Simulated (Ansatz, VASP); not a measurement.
# Two plane-wave programs on HfO2

```
Hf O
1.0
     0.00000    2.48509    2.42137
     2.48509    0.00000    2.42137
     2.48509    2.48509    0.00000
Hf O
1 2
Direct
  0.00000 0.00000 0.00000
  0.25000 0.25000 0.25000
  0.75000 0.75000 0.75000
```

Change from the starting cell: strain -0.025 along x and y, -0.050 along z, atoms carried along.

Alike in both runs: task single point; functional PBE; k mesh 8 × 8 × 8; occupations gaussian, width 0.05 eV; no spin polarisation.

|  | VASP | Ansatz |
| --- | --- | --- |
| version | VASP 6.6.1 | Ansatz 0.2.0 |
| potentials or method | VASP PAW PBE potentials, release 64 (Hf_pv, O) | scalar-relativistic, plane waves, PAW |
| plane-wave cutoff (eV) | 520 | 420 |
| valence electrons in the cell | 22 | 38 |

Ansatz gave:

| Item | Value |
| --- | --- |
| gap on the k mesh at the Fermi level (eV) | 3.68 |
| least direct gap on the mesh (eV) | 3.78 |
| pressure (GPa) | 31.1 |
| largest component of the traceless stress (GPa) | 8.85 |

**Question.** Which values does VASP return?

**Answer.** gap on the k mesh at the Fermi level (eV): 3.70; least direct gap on the mesh (eV): 3.81; pressure (GPa): 26.5; largest component of the traceless stress (GPa): 9.04.

The two sets of potentials don't hold the same shells in valence.

Caveats: so large a pressure means that the cell lies far from this level's equilibrium, or that cutoff or potentials fall short (VASP); spin-orbit coupling is left out, which moves the levels of the heavy elements. A k mesh can miss the band edges.
